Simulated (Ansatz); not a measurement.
The cell is the one relaxed in the Materials Project (mp-1008501), not relaxed further here; entries there can be hypothetical. The listed cell was then made from it by scaling, straining or moving an atom.

An input for Be: DFT, PBE, PAW with Ansatz's default frozen-core files, scalar-relativistic (Ansatz 0.2.0).

Command: `ansatz run input.yaml --threads 1 --pin off --max-ram 6144MiB --backend cpu --events-out ev --progress --plain --runs-dir out` The run took 2.7 s on 1 thread of Intel(R) Xeon(R) Platinum 8375C CPU @ 2.90GHz (Ice Lake), with other jobs on the host, peak memory 0.36 GiB.

```yaml
crystal:
  lattice:
    - [3.7216668396, 0.0, 0.0]
    - [0.0, 3.7216668396, 0.0]
    - [0.0, 0.0, 2.2659689346]
  atoms:
    - { symbol: Be, position: [0.297408, 0.297408, 0.0] }
    - { symbol: Be, position: [0.702592, 0.702592, 0.0] }
    - { symbol: Be, position: [0.202592, 0.797408, 0.5] }
    - { symbol: Be, position: [0.797408, 0.202592, 0.5] }
kpoints:
  mp_grid: { grid: [9, 9, 14] }
scf:
  occupations: { method: fermi_dirac, width: 0.05 }
hamiltonian:
  xc: pbe
  pseudopotentials: { kind: paw }
output:
  forces: true
  stress: true
  eigenvalues: true
  efg: { contact_densities: true }
  write_density: true
  write_potential: true
  elf: true
  volumetric_format: npy
```

The results part of the log:

```
SCF 1 converged in 6 iterations: F = -370.836471 eV  dr2 = 1.91e-13
  greatest PAW one-centre occupation: 0.365 electrons in one spin orbital (limit 2), on the Be atom at site 3 (counted from 0), in its partial waves of l = 0
SCF converged after 6 iterations
Free energy (F): -370.836471 eV
Harris-Foulkes:  -370.836471 eV  (|F-HF|=0.00e0)
Internal energy: -370.831927 eV  (E = F + TS)
E sigma→0 (E₀):  -370.834199 eV
Entropy (-TS):   -0.004544 eV (-1.136 meV/atom)
Fermi energy:    8.067046 eV
--- Per-component energies (eV) ---
  E_band       = 25.033536
  E_kinetic    = 84.705129
  E_local      = 11.160490  (includes V_loc(G=0)·N_el)
  E_nonlocal   = 18.049420
  E_hartree    = 0.216345
  E_xc         = -79.375529
  E_vxc        = -83.542406  (∫ρ·V_xc dr)
  E_paw        = -238.370937  (= ΣΔE_a)
  E_vpaw       = -5.771785  (= ΣTr[D̂ρ^β])
  E_aug_tail   = -0.000003  (compensation charges beyond the density's cutoff)
  E_ewald      = -167.216843
  E_smearing   = -0.004544  (= −TS)
  E_closure    = 0.000000  (closes the sum)
  Σ components = -370.836471   (vs F -370.836471, Δ=0.00e0)
--- Forces (eV/Å), atoms counted from 1 ---
  atom   1  Be    -0.00392918    -0.00392918     0.00000000
  atom   2  Be     0.00392918     0.00392918     0.00000000
  atom   3  Be     0.00392918    -0.00392918     0.00000000
  atom   4  Be    -0.00392918     0.00392918     0.00000000
  max |Σ_I F_I| component: 7.63e-17 eV/Å
--- Stress (GPa, compression-positive) ---
        2.840364       0.000000       0.000000
        0.000000       2.840364       0.000000
        0.000000       0.000000       1.748060
  P = ⅓ Tr σ = 2.4763 GPa (24.763 kbar)
--- PAW observables at the nuclei: V_zz in 10²¹ V/m², potentials from the cell's mean, atoms counted from 1 ---
  atom   1  Be V_zz =    +0.143167   η = 0.4155   by run symmetry: allowed
            electrostatic potential = -242.742924 V   contact ρ = 238.592695 e/Å³
  atom   2  Be V_zz =    +0.143167   η = 0.4155   by run symmetry: allowed
            electrostatic potential = -242.742924 V   contact ρ = 238.592695 e/Å³
  atom   3  Be V_zz =    +0.143167   η = 0.4155   by run symmetry: allowed
            electrostatic potential = -242.742924 V   contact ρ = 238.592695 e/Å³
  atom   4  Be V_zz =    +0.143167   η = 0.4155   by run symmetry: allowed
            electrostatic potential = -242.742924 V   contact ρ = 238.592695 e/Å³
--- Band table (eV; the first three rows and the last of 120) ---
  k-point 0: bands = ["-3.1925", "3.0336", "3.6087", "7.0729", "7.0729", "13.0007", "13.0007", "15.5489"]
  k-point 1: bands = ["-3.0834", "3.1741", "3.7547", "7.1550", "7.1550", "13.0748", "13.0748", "15.4415"]
  k-point 2: bands = ["-2.7557", "3.5944", "4.1927", "7.3924", "7.3924", "12.8563", "13.2972", "13.2972"]
  k-point 119: bands = ["4.1481", "4.1760", "4.6220", "4.6617", "9.9282", "9.9302", "10.1081", "10.1439"]
```
